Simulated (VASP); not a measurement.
Set up this calculation in VASP 6.6.1, as the native input.

```
Task                   : single point
Functional             : PBEsol
Potentials or basis    : VASP PAW PBE potentials, release 64 (Co, O)
Cutoff                 : 520 eV
k mesh                 : 8 × 8 × 8
Occupations            : gaussian, width 0.05 eV
Spin                   : collinear spin, zero start
Starting moments       : [0.0, 0.0] μB
Further INCAR settings : ALGO = Fast; EDIFF = 1e-07
```

The structure of CoO lies in POSCAR:

```
CoO
1.0
    0.0000000000      2.1315016600      2.1315016600
    2.1315016600      0.0000000000      2.1315016600
    2.1315016600      2.1315016600      0.0000000000
Co O
1 1
Direct
    0.0000000000      0.0000000000      0.0000000000
    0.5000000000      0.5000000000      0.5000000000
```

One way to write it, as run:

INCAR

```
SYSTEM = CoO
ALGO = Fast
EDIFF = 1E-7
ENCUT = 520
GGA = PS
ISIF = 2
ISMEAR = 0
ISPIN = 2
LASPH = .TRUE.
LCHARG = .TRUE.
LELF = .TRUE.
LMAXMIX = 4
LORBIT = 11
LREAL = .FALSE.
LVHAR = .TRUE.
LWAVE = .FALSE.
MAGMOM = 0 0
NELM = 100
PREC = Accurate
SIGMA = 0.05
```

KPOINTS

```
k-points
0
G
  8 8 8
  0 0 0
```

Potentials or basis: VASP PAW PBE potentials, release 64 (Co, O).

Command:

```sh
$ cat potpaw_PBE.64/Co/POTCAR potpaw_PBE.64/O/POTCAR > POTCAR
$ mpirun -np 1 vasp_std > vasp.out
```

Results of the run:

```json
{"Pressure": "-29.1 GPa", "Band gap on the k mesh": "none (metal or under the smearing width)", "Net moment": "0.00 μB per cell", "Valence electrons inside the program's atomic spheres": "Co 7.91; O 4.88"}
```

Caveat: a pressure of tens of GPa on the cell as given is suspect, and the run, the potentials or the cell itself is likely at fault; the PAW data sets were made with another functional, which shifts forces and pressure a little; semilocal functionals often make such compounds metallic where correlation or magnetic order opens a gap, which also shifts bond lengths.

Wall time 7.9 s on 1 thread of Intel(R) Xeon(R) 6975P-C (Granite Rapids), on a shared host, peak memory 0.15 GiB.
